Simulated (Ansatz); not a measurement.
A plane-wave DFT run in Ansatz 0.2.0 (scalar-relativistic PAW potentials unless the input names others): input and command.

```yaml
crystal:
  lattice:
    - [0.0, 2.7699920237, 2.7699920237]
    - [2.7699920237, 0.0, 2.7699920237]
    - [2.7699920237, 2.7699920237, 0.0]
  atoms:
    - { symbol: Al, position: [0.0, 0.0, 0.0] }
    - { symbol: As, position: [0.75, 0.75, 0.75] }
kpoints:
  mp_grid: { grid: [8, 8, 8] }
hamiltonian:
  xc: lda
scf:
  occupations: { method: fixed }
  mixing: { preconditioner: local_kerker }
output:
  forces: true
  eigenvalues: true
  stress: true
accuracy: low
```

```bash
ansatz run input.yaml --threads 1 --pin off --max-ram 3072MiB --backend cpu --events-out ev --progress --plain --runs-dir out
```

Abridged log:
```
Pseudopotentials: kind: paw
Pseudopotential: Al, paw, valence charge 3, recommended cutoff 420 eV (normal)
Pseudopotential: As, paw, valence charge 15, recommended cutoff 420 eV (normal)
Functional definition: SPW92
Crystal: 2 atoms, lattice volume = 42.507 Å³
Basis set: ecut = 420 eV, 869 PW (Γ)
Bands: 13, of which v1, the nominal top of the filled ones, is band 9 counted from 1 (8 counted from 0)
Symmetry: 24 space group operations
Space group: F-43m (ITA 216), of the structure as read, at distance tolerance 3.5e-5 Å
k-points: 29 of 512 (time reversal used)
Initial density: superposition of atomic densities (neutral atoms: chi_scale 0, normalization atom), corrected by the library's trained network
Initial wavefunctions: pseudopotential atomic-orbital guess
Functional: x = slater, c = lda
SCF iter   1: F=—  HF=-5287.466119 eV  |F-HF|=—  |Δ(HF+E_count)|=         —  Δρ=3.94e-3  dr2=3.13e-3  ethr=1.77e-3  ⟨swp⟩=4.8  Hψ=1944  notcnv=0  defer=49
SCF iter   2: F=—  HF=-5287.465137 eV  |F-HF|=—  |Δ(HF+E_count)|=   9.82e-4  Δρ=2.32e-3  dr2=1.10e-3  ethr=1.74e-5  ⟨swp⟩=2.0  Hψ=691  notcnv=0  defer=52
SCF iter   3: F=—  HF=-5287.465001 eV  |F-HF|=—  |Δ(HF+E_count)|=   1.36e-4  Δρ=3.00e-4  dr2=2.94e-5  ethr=6.13e-6  ⟨swp⟩=2.0  Hψ=440  notcnv=0  defer=51
SCF iter   4: F=—  HF=-5287.464995 eV  |F-HF|=—  |Δ(HF+E_count)|=   5.40e-6  Δρ=4.55e-5  dr2=4.64e-7  ethr=1.63e-7  ⟨swp⟩=2.0  Hψ=593  notcnv=0  defer=1
SCF iter   5: F=—  HF=-5287.464995 eV  |F-HF|=—  |Δ(HF+E_count)|=   2.93e-7  Δρ=2.21e-5  dr2=1.61e-7  ethr=2.58e-9  ⟨swp⟩=2.0  Hψ=638  notcnv=0  defer=2
SCF iter   6: F=-5287.464995 eV  HF=-5287.464995 eV  |F-HF|=3.24e-8  |Δ(HF+E_count)|=   3.09e-7  Δρ=5.81e-6  dr2=1.15e-8  ethr=5.56e-10  ⟨swp⟩=6.0  Hψ=1992  notcnv=0
SCF 1 converged in 6 iterations: F = -5287.464995 eV  dr2 = 1.15e-8
SCF converged after 6 iterations
Free energy (F): -5287.464995 eV
Harris-Foulkes:  -5287.464995 eV  (|F-HF|=3.24e-8)
Internal energy: -5287.464995 eV  (E = F + TS)
E sigma→0 (E₀):  -5287.464995 eV
Fermi energy:    6.848536 eV
--- Forces (eV/Å), atoms counted from 1 ---
  atom   1  Al     0.00000000     0.00000000     0.00000000
  atom   2  As     0.00000000     0.00000000     0.00000000
--- Stress (GPa, compression-positive) ---
        4.004009       0.000000       0.000000
        0.000000       4.004009       0.000000
        0.000000       0.000000       4.004009
  P = ⅓ Tr σ = 4.0040 GPa (40.040 kbar)
```

Apart from outputs, empty bands and the relaxation, which only the reference makes, the input differs from a reference run on usual settings in scf.mixing.preconditioner: not typed → "local_kerker"; accuracy: not typed → "low"; basis.ecutwfc: 420 → not typed. The reference, at the same geometry, ended its own course with pressure 4.00 GPa, largest force 0.000 eV/Å, gap on the mesh 1.24 eV. This run converged in 6 SCF iterations with an energy at zero smearing within 0.01 meV/atom of the reference's, pressure 4.00 GPa, largest force 0.000 eV/Å, gap on the mesh 1.24 eV. Its accuracy level is looser than usual, yet energy, pressure and forces hardly moved.

The run took 1 s on 1 thread of Intel(R) Xeon(R) Platinum 8488C (Sapphire Rapids) (shared host), peak memory 0.35 GiB.